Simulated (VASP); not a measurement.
GaN, 4 atoms in the cell. The structure is hexagonal, space group P6_3mc (No. 186). The conventional cell has a = 3.260 Å, b = 3.260 Å, c = 5.313 Å, α = 90.00°, β = 90.00°, γ = 120.00°. Ga (site symmetry 3m) is surrounded by 4 N at 1.99 to 2.00 Å. N (site symmetry 3m) is surrounded by 4 Ga at 1.99 to 2.00 Å.  The cell isn't the ideal one: a relaxed cell with its volume scaled by 1.04.

* Program: VASP 6.6.1
* Task: relaxation of shape and atoms at fixed volume
* Functional: PBE
* Potentials or basis: VASP PAW PBE potentials, release 64 (Ga_d, N)
* Cutoff: 600 eV
* k mesh: 12 × 12 × 5
* Occupations: gaussian, width 0.03 eV
* Spin: no spin polarisation
* Further INCAR settings: ALGO = Normal; EDIFF = 1e-07; IBRION = 2; EDIFFG = -0.01; NSW = 40; ISIF = 4

Potentials or basis: VASP PAW PBE potentials, release 64 (Ga_d, N).

Run with:

```console
$ cat potpaw_PBE.64/Ga_d/POTCAR potpaw_PBE.64/N/POTCAR > POTCAR
$ mpirun -np 1 vasp_std > vasp.out
```

Hardware: 1 thread of Intel(R) Xeon(R) Platinum 8259CL CPU @ 2.50GHz (Skylake/Cascade Lake), with other jobs on the host.

How long does it take, and how much memory?

Wall time 110 s on 1 thread of Intel(R) Xeon(R) Platinum 8259CL CPU @ 2.50GHz (Skylake/Cascade Lake) (shared host), peak memory 0.21 GiB. Counts: scf iterations 17, k points 57, ion steps 1.
